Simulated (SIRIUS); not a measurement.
# Ge (Fd-3m) in SIRIUS: notebook, part 2 of 2

SIRIUS 7.10.0. The steps go on from the part before.

**4. Single point, PBEsol**

The input, sirius.json:

```json
{
  "control": {
    "processing_unit": "cpu",
    "verbosity": 2,
    "num_bands_to_print": 22,
    "print_forces": true,
    "print_stress": true
  },
  "parameters": {
    "electronic_structure_method": "pseudopotential",
    "xc_functionals": ["XC_GGA_X_PBE_SOL", "XC_GGA_C_PBE_SOL"],
    "gk_cutoff": 8.9,
    "pw_cutoff": 17.8,
    "ngridk": [8, 8, 8],
    "shiftk": [0, 0, 0],
    "smearing": "fermi_dirac",
    "smearing_width": 0.0018374661,
    "num_bands": 22,
    "num_mag_dims": 0,
    "num_dft_iter": 100,
    "energy_tol": 1e-08,
    "density_tol": 1e-06
  },
  "iterative_solver": {
    "type": "davidson",
    "min_tolerance": 1e-09,
    "tolerance_scale": [0.1, 0.25]
  },
  "mixer": {
    "type": "anderson",
    "beta": 0.7,
    "max_history": 8
  },
  "settings": {
    "tol_ne": 1e-10,
    "pseudo_grid_cutoff": 6.5
  },
  "unit_cell": {
    "lattice_vectors": [
      [0.0, 5.345865131215, 5.345865131215],
      [5.345865131215, 0.0, 5.345865131215],
      [5.345865131215, 5.345865131215, 0.0]
    ],
    "atom_coordinate_units": "lattice",
    "atom_types": ["Ge"],
    "atom_files": {
      "Ge": "Ge.json"
    },
    "atoms": {
      "Ge": [
        [0.75, 0.75, 0.75],
        [0.5, 0.5, 0.5]
      ]
    }
  }
}
```

Potentials or basis: PseudoDojo 0.4.1 PBEsol standard (scalar relativistic).

Command:

```console
> upf_to_json Ge.upf
> OMP_NUM_THREADS=1 sirius.scf --input=sirius.json --output=out.json --task=0
```

The log of the run:

```text
[info] SIRIUS version : 7.10.0
[info] number of MPI ranks           : 1
[info] MPI grid                      : 1 1
[info] maximum number of OMP threads : 1
[fft] FFT context for density and potential
[fft] =====================================
[fft]   comm size                             : 1
[fft]   plane wave cutoff                     : 17.8
[fft]   grid size                             : 45 45 45   total : 91125
[fft]   grid limits                           : -22 22   -22 22   -22 22
[fft]   number of G-vectors within the cutoff : 14562
[fft]   local number of G-vectors             : 14562
[fft]   number of G-shells                    : 795
[fft] FFT context for coarse grid
[fft] =====================================
[fft]   comm size                             : 1
[fft]   plane wave cutoff                     : 17.8
[fft]   grid size                             : 45 45 45   total : 91125
[fft]   grid limits                           : -22 22   -22 22   -22 22
[fft]   number of G-vectors within the cutoff : 14562
[fft]   local number of G-vectors             : 14562
[fft]   number of G-shells                    : 795
[unit cell] lattice vectors
[unit cell]   a1 :       0.0000000000      5.3458651312      5.3458651312
[unit cell]   a2 :       5.3458651312      0.0000000000      5.3458651312
[unit cell]   a3 :       5.3458651312      5.3458651312      0.0000000000
[unit cell] reciprocal lattice vectors
[unit cell]   b1 :      -0.5876677725      0.5876677725      0.5876677725
[unit cell]   b2 :       0.5876677725     -0.5876677725      0.5876677725
[unit cell]   b3 :       0.5876677725      0.5876677725     -0.5876677725
[unit cell] unit cell volume :       305.55119699 [a.u.^3]
[unit cell] 1/sqrt(omega)    :         0.05720816
[unit cell] MT volume        :         0.00000000 ( 0.00%)
[unit cell] IT volume        :       305.55119699 (100.00%)
[unit cell] number of atom types : 1
[unit cell] type id : 0 symbol : Ge mt_radius :  15.590000 num_atoms : 2
[unit cell] total number of atoms : 2
[unit cell] number of symmetry classes : 1
[unit cell] number of PAW atoms : 0
[unit cell] atom id  type id  class id             position                      vector_field
[unit cell] ------------------------------------------------------------------------------------------
[unit cell]      0        0        0      0.75000   0.75000   0.75000      0.00000   0.00000   0.00000
[unit cell]      1        0        0      0.50000   0.50000   0.50000      0.00000   0.00000   0.00000
[unit cell] atom id         position (Cartesian, a.u.)
[... 303 lines left out ...]
[find] <mag|B^{XC}>                   :       0.00000000
[find] <rho|V^{H}>                    :     110.60371645
[find] one-electron contribution      :     -91.76203441 (Ha),    -183.52406881 (Ry)
[find] hartree contribution           :      55.30185823
[find] xc contribution                :     -43.19243157
[find] ewald contribution             :     -98.75037910
[find] PAW contribution               :       0.00000000
[find] smearing (-TS)                 :      -0.00003378
[find] SCF correction                 :      -0.00000469
[find] Total energy                   :    -178.40299154 (Ha),    -356.80598308 (Ry)
[find] Free energy (E-TS)             :    -178.40302532 (Ha),    -356.80605064 (Ry)
[find] band gap (eV)                  :       0.00000001
[find] Efermi                         :       0.34673455
[ground_state] === stress tensor components [kbar] ===
[ground_state] === stress_kin ===
[ground_state] -86001.988733    0.000000    0.000000
[ground_state]     0.000000-86001.988733   -0.000000
[ground_state]     0.000000   -0.000000-86001.988733
[ground_state] === stress_har ===
[ground_state] -17749.743687    0.000000   -0.000000
[ground_state]     0.000000-17749.743687   -0.000000
[ground_state]    -0.000000   -0.000000-17749.743687
[ground_state] === stress_ewald ===
[ground_state] 31695.027514   -0.000000   -0.000000
[ground_state]    -0.00000031695.027514    0.000000
[ground_state]    -0.000000    0.00000031695.027514
[ground_state] === stress_vloc ===
[ground_state] -4734.972825    0.000000    0.000000
[ground_state]     0.000000-4734.972825   -0.000000
[ground_state]     0.000000   -0.000000-4734.972825
[ground_state] === stress_xc ===
[ground_state] -13428.333989    0.000000    0.000000
[ground_state]     0.000000-13428.333989   -0.000000
[ground_state]     0.000000   -0.000000-13428.333989
[ground_state] === stress_core ===
[ground_state] 23156.428783   -0.000000   -0.000000
[ground_state]    -0.00000023156.428783    0.000000
[ground_state]    -0.000000    0.00000023156.428783
[ground_state] === stress_nonloc ===
[ground_state] 67057.039569   -0.000000    0.000000
[ground_state]    -0.00000067057.039569    0.000000
[ground_state]     0.000000    0.00000067057.039569
[ground_state] === stress_us_nl ===
[ground_state] 67057.039569   -0.000000    0.000000
[ground_state]    -0.00000067057.039569    0.000000
[ground_state]     0.000000    0.00000067057.039569
[ground_state] === stress_total ===
[ground_state]    -6.543369   -0.000000    0.000000
[ground_state]    -0.000000   -6.543369    0.000000
[ground_state]     0.000000    0.000000   -6.543369
[ground_state] ==== total Forces in Ha/bohr =====
[ground_state] atom:    0, force:       0.0000000      0.0000000      0.0000000
[ground_state] atom:    1, force:       0.0000000      0.0000000     -0.0000000
[ground_state] ==== ultrasoft contribution from Qij =====
[ground_state] atom:    0, force:       0.0000000      0.0000000      0.0000000
[ground_state] atom:    1, force:       0.0000000      0.0000000      0.0000000
[ground_state] ==== non-local contribution from Beta-projector =====
[ground_state] atom:    0, force:       0.0000000      0.0000000      0.0000000
[ground_state] atom:    1, force:       0.0000000      0.0000000      0.0000000
[ground_state] ==== contribution from local potential =====
[ground_state] atom:    0, force:      -0.0000000      0.0000000     -0.0000000
[ground_state] atom:    1, force:       0.0000000      0.0000000     -0.0000000
[ground_state] ==== contribution from core density =====
[ground_state] atom:    0, force:       0.0000000      0.0000000      0.0000000
[ground_state] atom:    1, force:      -0.0000000      0.0000000     -0.0000000
[ground_state] ==== Ewald forces from ions =====
[ground_state] atom:    0, force:      -0.0000000     -0.0000000     -0.0000000
[ground_state] atom:    1, force:       0.0000000     -0.0000000      0.0000000
[~DFT_ground_state] local op. applied: 14699
[~DFT_ground_state] evp. work count: 2649.91
[~DFT_ground_state] number of iterative solver steps: 965
```

Run time: 54 s. Hardware: 1 thread of Arm Neoverse V1, shared host; peak memory 0.36 GiB.

What came out:

```
Free energy            : -4854.5936 eV
Pressure               : 0.7 GPa
Band gap on the k mesh : 0.00 eV
```

**5. Overview**

| level | potentials or basis | cell | radial cutoff for the potentials' integrals | gap on the mesh (eV) | pressure (GPa) |
| --- | --- | --- | --- | --- | --- |
| PBE | PseudoDojo 0.4.1 PBE standard (scalar relativistic) | atoms moved at random, drawn with an rms of 0.05 Å | - | none | 3.9 |
| PBE | PseudoDojo 0.4.1 PBE standard (scalar relativistic) | as given | - | 0.03 | 3.7 |
| PBEsol | PseudoDojo 0.4.1 PBEsol standard (scalar relativistic) | as given | 6.5 bohr | 0.00 | 0.7 |

Alike in all rows: task single point; no spin polarisation; k mesh 8 × 8 × 8; cutoff (eV) 1078; smearing fermi-dirac 0.05 eV.

Total energies depend on the potentials used, so only differences within one code and one set of settings carry meaning.

**6. Comparison with measurements**

Step 3. Against the measured gap of Ge, 0.744 eV (indirect; 0 K; “Temperature-dependent photoluminescence in Ge: experiment and theory”, 2020, arxiv:2003.00143), the calculated 0.03 eV is off by -0.71 eV. 3 values of this kind are on record (0.666 to 0.807 eV); this one was drawn at random among those near their median. Spin-orbit coupling on Ge is left out. The value is that of PBE on a finite k mesh, which can miss the band edges, without temperature or zero-point motion. Semilocal functionals fall short of measured gaps as a rule.

Step 4. A measured gap of Ge is 0.744 eV (indirect; 0 K; “Temperature-dependent photoluminescence in Ge: experiment and theory”, 2020, arxiv:2003.00143); the calculated 0.00 eV misses it by -0.74 eV. 3 values of this kind are on record (0.666 to 0.807 eV); this one was drawn at random among those near their median. Spin-orbit coupling on Ge is left out. The value is that of PBEsol on a finite k mesh, which can miss the band edges, without temperature or zero-point motion. Semilocal functionals fall short of measured gaps as a rule.
